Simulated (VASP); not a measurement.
Here is a VASP 6.6.1 calculation.

File INCAR:

```
SYSTEM = TiTe2
PREC = Accurate ; ENCUT = 600
EDIFF = 1E-7 ; ISMEAR = -1
SIGMA = 0.05 ; LREAL = .FALSE.
LASPH = .TRUE. ; NELM = 60
ALGO = Normal ; ISIF = 3
LWAVE = .FALSE. ; LCHARG = .FALSE.
GGA = PS ; LUSE_VDW = .TRUE.
IVDW_NL = 2 ; BPARAM = 20.0
CPARAM = 0.0093 ; IBRION = 2
NSW = 60 ; EDIFFG = -0.01
```

KPOINTS

```
Automatic mesh
0
G
  9 9 3
  0 0 0
```

POSCAR

```
TiTe2
1.0
    3.0255700000      0.0000000000      0.0000000000
    0.0000000000      3.0255700000      0.0000000000
    0.0000000000      0.0000000000      9.3016300000
Ti Te
1 2
Direct
    0.0000000000      0.0000000000      0.0000000000
    0.0000000000      0.0000000000      0.2943100000
    0.0000000000      0.0000000000      0.7056900000
```

Potentials or basis: VASP PAW PBE potentials, release 64 (Ti_sv, Te).

Run with:

```sh
$ cat potpaw_PBE.64/Ti_sv/POTCAR potpaw_PBE.64/Te/POTCAR > POTCAR
$ mpirun -np 1 vasp_std > vasp.out
```

Task: Predict the relaxed volume.

Result: 28.54 Å³/atom.

Task: Predict the relaxed cell.

Result: a = 3.028 Å, b = 3.028 Å, c = 9.340 Å, α = 90.00°, β = 90.00°, γ = 90.00°.

Final structure:
```
Ti Te
1.0
     3.02773    0.00000    0.00000
     0.00000    3.02773    0.00000
     0.00000    0.00000    9.34050
Ti Te
1 2
Cartesian
  0.0000 0.0000 0.0000
  0.0000 0.0000 2.7248
  0.0000 0.0000 6.6157
```

Caveat: the PAW data sets were made with another functional, which shifts forces and pressure a little. The run has no spin-orbit coupling, so splittings on Te are missing.
